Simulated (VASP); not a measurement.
Here is a VASP 6.6.1 calculation.

The input INCAR:

```
SYSTEM = C
PREC = Accurate
ENCUT = 600
EDIFF = 1E-7
ISMEAR = 0
SIGMA = 0.03
LREAL = .False.
LASPH = .True.
NELM = 80
ALGO = Normal
ISIF = 3
LWAVE = .False.
LCHARG = .False.
GGA = PS
IBRION = 2
NSW = 90
EDIFFG = -0.005
```

File KPOINTS:

```
Automatic mesh
0
Gamma
  14 14 14
  0 0 0
```

The input POSCAR:

```
C                                       
1.0
    0.0000000000      1.7774542777      1.7774542777
    1.7774542777     -0.0000000000      1.7774542777
    1.7774542777      1.7774542777      0.0000000000
  C             
     2
Direct
     0.0000000000000000    0.0000000000000000    0.0000000000000000
     0.2500000000000000    0.2500000000000000    0.2500000000000000
```

Potentials or basis: VASP PAW PBE potentials, release 64 (C).

Launch:

```console
$ cat potpaw_PBE.64/C/POTCAR > POTCAR
$ mpirun -np 1 vasp_std > vasp.out
```

**Question.** Estimate the band gap on the k mesh.

**Answer.** 4.03 eV, indirect (least direct gap 5.57 eV).

Final structure:
```cif
data_structure
_symmetry_space_group_name_H-M 'P 1'
_symmetry_Int_Tables_number 1
_cell_length_a 2.5137
_cell_length_b 2.5137
_cell_length_c 2.5137
_cell_angle_alpha 60.000
_cell_angle_beta 60.000
_cell_angle_gamma 60.000
_cell_volume 11.23
loop_
_atom_site_label
_atom_site_type_symbol
_atom_site_fract_x
_atom_site_fract_y
_atom_site_fract_z
_atom_site_occupancy
C1 C 0.00000 0.00000 0.00000 1
C2 C 0.25000 0.25000 0.25000 1
```

Caveat: the relaxation stopped at its first step, so nothing moved. PBEsol gaps usually lie below the measured ones, often by a third to a half.
